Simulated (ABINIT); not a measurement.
ZrB2:

```
CELL_PARAMETERS angstrom
3.17000 0.00000 0.00000
-1.58500 2.74530 0.00000
0.00000 0.00000 3.53300
ATOMIC_POSITIONS crystal
Zr 0.00000 0.00000 0.00000
B 0.66667 0.33333 0.50000
B 0.33333 0.66667 0.50000
```

Base run:

| Item | Value |
| --- | --- |
| Program | ABINIT 10.8.3 (patched build) |
| Functional | BP86 |
| Potentials or basis | JTH PAW PBE v2.0 |
| Cutoff | 463 eV |
| k mesh | 10 × 10 × 8 |
| Occupations | fermi-dirac, width 0.05 eV |
| Spin | no spin polarisation |

Its results: band gap on the k mesh none (metal or under the smearing width); pressure 1.8 GPa.

Task: The run is repeated on the same cell with these changes: functional from BP86 to WC. What comes out?

Result: Band gap on the k mesh none (metal or under the smearing width); pressure -3.5 GPa.

Caveats: the PAW data sets were made with another functional, which shifts forces and pressure a little.
